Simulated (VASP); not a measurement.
# H4CO3 in VASP: notebook

One crystal, H4CO3, is run at these levels: PBEsol; tasks: single point.

Program: VASP 6.6.1. These are calculated values, not measurements. Logs are shortened: lines on timing, memory, paths and dates and some standing lists are left out, and cuts for length are marked.

### 1 The crystal as given

The cell holds a amorphous, 40 atoms: a = 8.455 Å, b = 8.455 Å, c = 8.455 Å, α = 90.00°, β = 90.00°, γ = 90.00°.

The cell was built by a generator and needn't be a form met in nature.

### 2 Single point, PBEsol

File INCAR:

```
SYSTEM = H4CO3
PREC     = Accurate       ! precision mode
ENCUT    = 520            ! plane-wave cutoff, eV
EDIFF    = 1E-6           ! SCF threshold, eV
ISMEAR   = -1             ! smearing method
SIGMA    = 0.05           ! smearing width, eV
LREAL    = Auto         
LASPH    = .True.         ! aspherical terms in the spheres
NELM     = 100            ! most SCF steps
ALGO     = Normal         ! electronic algorithm
ISIF     = 2              ! what is computed and relaxed
LWAVE    = .False.        ! write WAVECAR
LCHARG   = .True.         ! write CHGCAR
GGA      = PS             ! functional
LELF     = .True.         ! ELF
LVHAR    = .True.       
NBANDS   = 91             ! bands
```

File KPOINTS:

```
regular mesh
0
Gamma
  1 1 1
  0 0 0
```

File POSCAR:

```
H4CO3
1.0
    8.4553600000      0.0000000000      0.0000000000
    0.0000000000      8.4553600000      0.0000000000
    0.0000000000      0.0000000000      8.4553600000
O C H
15 5 20
Direct
   -0.0057478333      0.7330734587      0.1448193808
    0.1471847444      0.6667013587     -0.0694352458
    0.9245614616      0.9097306324      0.4061092609
    0.7922666805      0.7431972145      0.5637134315
    0.1537368013      0.1582309919      0.8931730878
   -0.0048963025      0.3104303069      1.0510137948
    0.2492265261      0.1734639329      0.5423896794
    0.4753907581      0.0796417894      0.6427047459
    0.5898152178      0.6276137267      0.9793432805
    0.7641779889      0.8304199939      0.9840267002
    0.7605826363      0.4582063922      0.1610221209
    0.5514135412      0.5385341369      0.4374858078
    0.3106786701      0.4262030239      0.7931891723
    0.2464590508      0.6444196344      0.4318680695
    0.9759844643      0.4113012338      0.5704783711
    0.1172983764      0.6649155092      0.0725575256
    0.8282202059      0.8763435265      0.5219647655
    0.0349955531      0.1861068009      0.9875156114
    0.3604340915      0.0608253226      0.5561915755
    0.6561400106      0.7570700715      0.9218412936
   -0.0853423154      0.7763596109      0.0605059986
    0.1901160920      0.5974789956      0.1558419748
    0.9696452901      0.8203908527      0.3541185709
    0.7832664724      0.9888402150      0.5784851266
    0.2019074291      0.2632294781      0.8607321273
   -0.0316485638      0.0709017712      1.0224283768
    0.2762862847      0.2676763615      0.6038299966
    0.3247289293     -0.0486791810      0.4957328842
    0.6541176248      0.5691182871      1.0561821141
    0.5945814253      0.7977424971      0.8220466071
    0.8489289634      0.5155428036      0.2146330848
    0.8248850433      0.3788011392      0.1050931007
    0.6186844794      0.6247279832      0.4680226507
    0.5833932559      0.5080800817      0.3328657798
    0.4265578284      0.4428197025      0.8079608674
    0.2580729857      0.5141354123      0.8477108012
    0.3584826666      0.6008259849      0.4266406161
    0.1890635053      0.5714954774      0.4967026833
    0.8751371911      0.4649595050      0.5569484918
    0.9752038943      0.3218786663      0.5012087008
```

Potentials or basis: VASP PAW PBE potentials, release 64 (O, C, H).

The run is started by

```bash
> cat potpaw_PBE.64/O/POTCAR potpaw_PBE.64/C/POTCAR potpaw_PBE.64/H/POTCAR > POTCAR
> mpirun -np 1 vasp_gam > vasp.out
```

OUTCAR:

```text
SYSTEM = H4CO3
   PREC = Accurate
   ENCUT = 520
   EDIFF = 1E-6
   ISMEAR = -1
   LREAL = Auto
   LASPH = .True.
   NELM = 100
   ISIF = 2
   GGA = PS

 ion  position               nearest neighbor table
   1  0.994  0.733  0.145-  21 1.05  16 1.34
   2  0.147  0.667  0.931-  16 1.23
   3  0.925  0.910  0.406-  23 0.95  17 1.30
   4  0.792  0.743  0.564-  17 1.22
   5  0.154  0.158  0.893-  25 1.01  18 1.30
   6  0.995  0.310  0.051-  18 1.23
   7  0.249  0.173  0.542-  27 0.98  19 1.34
   8  0.475  0.080  0.643-  19 1.23
   9  0.590  0.628  0.979-  29 0.98  20 1.32
  10  0.764  0.830  0.984-  20 1.22
  11  0.761  0.458  0.161-  32 0.98  31 1.00
  12  0.551  0.539  0.437-  33 0.96  34 0.96
  13  0.311  0.426  0.793-  36 0.98  35 1.00
  14  0.246  0.644  0.432-  38 0.96  37 1.02
  15  0.976  0.411  0.570-  40 0.96  39 0.97
  16  0.117  0.665  0.073-  22 1.10   2 1.23   1 1.34
  17  0.828  0.876  0.522-  24 1.13   4 1.22   3 1.30
[... 21 lines left out ...]
  39  0.875  0.465  0.557-  15 0.97
  40  0.975  0.322  0.501-  15 0.96

  LATTYP: Found a simple cubic cell.
 ALAT       =     8.4553600000

  Lattice vectors:

 A1 = (   8.4553600000,   0.0000000000,   0.0000000000)
 A2 = (   0.0000000000,   8.4553600000,   0.0000000000)
 A3 = (   0.0000000000,   0.0000000000,   8.4553600000)

Analysis of symmetry for initial positions (statically):
=====================================================================
 Subroutine PRICEL returns:
 Original cell was already a primitive cell.

 Routine SETGRP: Setting up the symmetry group for a
 simple cubic supercell.

 Subroutine GETGRP returns: Found  1 space group operations
 (whereof  1 operations were pure point group operations)
 out of a pool of 48 trial point group operations.

The static configuration has the point symmetry C_1 .

Analysis of symmetry for dynamics (positions and initial velocities):
=====================================================================
 Subroutine PRICEL returns:
 Original cell was already a primitive cell.

 Routine SETGRP: Setting up the symmetry group for a
 simple cubic supercell.

 Subroutine GETGRP returns: Found  1 space group operations
 (whereof  1 operations were pure point group operations)
 out of a pool of 48 trial point group operations.

The dynamic configuration has the point symmetry C_1 .
[... 152 lines left out ...]
   LREAL  =      T    real-space projection
   EDIFFG = 0.1E-04   stopping-criterion for IOM
   NSW    =      0    number of steps for IOM
   IBRION =     -1    ionic relax: 0-MD 1-quasi-New 2-CG
   NFREE  =      0    steps in history (QN), initial steepest desc. (CG)
   ISIF   =      2    stress and relaxation
   ISYM   =      2    0-nonsym 1-usesym 2-fastsym
   POTIM  = 0.5000    time-step for ionic-motion
   TEBEG  =    0.0;   TEEND  =   0.0 temperature during run
   PSTRESS=    0.0 pullay stress
   NELECT =     130.0000    total number of electrons
   NUPDOWN=      -1.0000    fix difference up-down
   EMIN   =  10.00;   EMAX   =-10.00  energy-range for DOS
   EFERMI =   0.00;   METHOD = LEGACY
   ISMEAR =    -1;   SIGMA  =   0.05  broadening in eV -4-tet -1-fermi 0-gaus
   EFERMI_NEDOS =   21; number of points for ismear=-14 and -15
   IALGO  =     38    algorithm
   IMIX   =      4    mixing-type and parameters
     AMIX     =   0.40;   BMIX     =  1.00
     AMIX_MAG =   1.60;   BMIX_MAG =  1.00
  volume/ion in A,a.u.               =      15.11       101.98
  Fermi-wavevector in a.u.,A,eV,Ry     =   0.980823  1.853486 13.088984  0.962013
  Thomas-Fermi vector in A             =   2.111782
   LORBIT       =      0    0 simple, 1 ext, 2 COOP (PROOUT), +10 PAW based schemes
   GGA     = PS    functional components
   LHFCALC =     F    Hartree Fock is set to
   AEXX    =    0.0000 exact exchange contribution
   IVDW    =     0    specifies the selected vdW correction
   LEPSILON=     F    determine dielectric tensor
   LRPA    =     F    only Hartree local field effects (RPA)
 non-spin polarized calculation
  energy-cutoff  :      520.00
  volume of cell :      604.50
 maximum number of plane-waves:      8140
 NGX is ok and might be reduce to    64
   NGX = 31   NGY = 31   NGZ = 31

 number of electron     130.0000010 magnetization

 Free energy of the ion-electron system (eV)
  ---------------------------------------------------
  ext. energy  EPLUGINS =         0.00000000
  ---------------------------------------------------
  free energy    TOTEN  =      -228.14567429 eV

  energy without entropy =     -228.14567429  energy(sigma->0) =     -228.14567429

 E-fermi :  -2.3624     XC(G=0):  -5.8169

 val. band max:       -3.5668017502   @ k =   0.0000   0.0000   0.0000
 cond. band min:       0.6906220325   @ k =   0.0000   0.0000   0.0000
 fundamental gap:      4.2574237827
 Fermi energy:        -2.3623658446

 k-point     1 :       0.0000    0.0000    0.0000
  band No.  band energies     occupation
      1     -25.6504      2.00000
      2     -25.5666      2.00000
      3     -25.4104      2.00000
      4     -25.0282      2.00000
      5     -24.8026      2.00000
      6     -23.5231      2.00000
[... 69 lines left out ...]
     76       3.6000      0.00000
     77       3.7294      0.00000
 [bands above 77 left out]

------------------------ aborting loop because EDIFF is reached ----------------------------------------

  FORCE on cell =-STRESS in cart. coord.  units (eV):
  Direction    XX          YY          ZZ          XY          YZ          ZX
  --------------------------------------------------------------------------------------
  -------------------------------------------------------------------------------------
  Total       -0.4739120      1.9632751      3.2489143     -1.4206354     -0.8642417      1.0588984
  in kB       -1.2560645      5.2034984      8.6109790     -3.7652768     -2.2906013      2.8065228
  external PRESSURE =       4.1861376 kB  Pullay stress =       0.0000000 kB

 VOLUME and BASIS-vectors are now :
 -----------------------------------------------------------------------------
  energy-cutoff  :      520.00
  volume of cell :      604.50
      direct lattice vectors                 reciprocal lattice vectors
     8.455360000  0.000000000  0.000000000     0.118268175  0.000000000  0.000000000
     0.000000000  8.455360000  0.000000000     0.000000000  0.118268175  0.000000000
     0.000000000  0.000000000  8.455360000     0.000000000  0.000000000  0.118268175

 POSITION                                       TOTAL-FORCE (eV/Angst)
 -----------------------------------------------------------------------------------
      8.40676      6.19840      1.22450         0.195931     -0.011045     -0.859833
      1.24450      5.63720      7.86826        -0.491286      0.345557      0.151821
      7.81750      7.69210      3.43380        -0.145807      2.134479      0.324992
      6.69890      6.28400      4.76640        -0.491989     -0.643586      0.187597
      1.29990      1.33790      7.55210        -0.185017      0.645387     -0.173400
      8.41396      2.62480      0.43134         0.440713      0.440545     -0.624271
[... 32 lines left out ...]
      7.39960      3.93140      4.70920        -0.115511      0.141594     -0.010678
      8.24570      2.72160      4.23790        -0.044860     -0.774942     -0.561670
 -----------------------------------------------------------------------------------
    total drift:                                0.007115     -0.008642     -0.001386

  FREE ENERGIE OF THE ION-ELECTRON SYSTEM (eV)
  ---------------------------------------------------
  free  energy   TOTEN  =      -228.1456742923 eV

  energy  without entropy=     -228.1456742923  energy(sigma->0) =     -228.14567429
```

OSZICAR:

```text
N       E                     dE             d eps       ncg     rms          rms(c)
DAV:   1     0.117776363313E+04    0.11778E+04   -0.67738E+04   182   0.129E+03
DAV:   2    -0.105646155392E+03   -0.12834E+04   -0.12341E+04   244   0.313E+02
DAV:   3    -0.243414380637E+03   -0.13777E+03   -0.13681E+03   217   0.114E+02
DAV:   4    -0.246060227487E+03   -0.26458E+01   -0.26410E+01   204   0.177E+01
DAV:   5    -0.246120523605E+03   -0.60296E-01   -0.60190E-01   236   0.245E+00    0.275E+01
DAV:   6    -0.229480869338E+03    0.16640E+02   -0.54873E+01   204   0.248E+01    0.119E+01
DAV:   7    -0.228481691823E+03    0.99918E+00   -0.24331E+00   204   0.561E+00    0.677E+00
DAV:   8    -0.228127495951E+03    0.35420E+00   -0.11264E+00   212   0.405E+00    0.123E+00
DAV:   9    -0.228127048189E+03    0.44776E-03   -0.10636E-01   212   0.139E+00    0.611E-01
DAV:  10    -0.228136603131E+03   -0.95549E-02   -0.35204E-02   196   0.879E-01    0.251E-01
DAV:  11    -0.228141074582E+03   -0.44715E-02   -0.58599E-03   204   0.358E-01    0.161E-01
DAV:  12    -0.228144072381E+03   -0.29978E-02   -0.35741E-03   188   0.291E-01    0.869E-02
DAV:  13    -0.228145281470E+03   -0.12091E-02   -0.13178E-03   196   0.200E-01    0.477E-02
DAV:  14    -0.228145544799E+03   -0.26333E-03   -0.62044E-04   204   0.111E-01    0.334E-02
DAV:  15    -0.228145664966E+03   -0.12017E-03   -0.17194E-04   188   0.648E-02    0.154E-02
DAV:  16    -0.228145673034E+03   -0.80685E-05   -0.36096E-05   188   0.316E-02    0.960E-03
DAV:  17    -0.228145674183E+03   -0.11491E-05   -0.15842E-05   212   0.176E-02    0.472E-03
DAV:  18    -0.228145674292E+03   -0.10902E-06   -0.28107E-06   164   0.835E-03
   1 F= -.22814567E+03 E0= -.22814567E+03  d E =-.888179E-10
```

Run time: 63 s. Hardware: 1 thread of Intel Xeon Platinum 8488C (Sapphire Rapids), shared host; peak memory 0.54 GiB.

Results:

```yaml
Free_energy: -228.1457 eV
Pressure: 0.4 GPa
Largest_force: 2.805 eV/Å
Band_gap_on_the_k_mesh: 4.26 eV, direct
```

Forces on the atoms (eV/Å):
```
O    0.196 -0.011 -0.860
O   -0.491  0.346  0.152
O   -0.146  2.134  0.325
O   -0.492 -0.644  0.188
O   -0.185  0.645 -0.173
O    0.441  0.441 -0.624
O   -0.461 -0.698 -1.020
O    0.029 -0.575 -0.666
O   -0.941  0.677 -1.765
O    0.791  0.346 -0.198
O    0.147  1.052  1.077
O   -1.073 -0.508  0.413
O    1.013 -0.864 -0.216
O    1.212  0.440 -0.839
O    0.297  0.699  0.543
C    0.342 -0.619 -0.130
C   -0.229  0.713  0.501
C   -1.153 -2.178  1.341
C    0.038  1.130  1.584
C   -0.244 -0.901  1.863
H   -0.116 -0.098  0.612
H    0.183  0.048  0.539
H    0.695 -1.675 -0.915
H    0.056 -0.577 -0.162
H    0.643  0.144 -0.073
H    0.681  0.986 -0.653
H    0.379  0.470  0.482
H    0.070 -0.237 -0.311
H    1.265 -0.762  1.279
H   -0.868  0.810 -1.732
H   -0.798 -0.073 -0.314
H    0.352 -0.699 -0.393
H    0.793  0.825  0.427
H    0.509 -0.415 -0.819
H   -1.007 -0.180 -0.041
H   -0.384  0.812  0.207
H   -0.707  0.319  0.253
H   -0.675 -0.694  0.693
H   -0.116  0.142 -0.011
H   -0.045 -0.775 -0.562
```

Caveat: the standard files for N, O and F lose accuracy on very short bonds; the PAW data sets were made with another functional, which shifts forces and pressure a little.

[end of part 1 of 2]
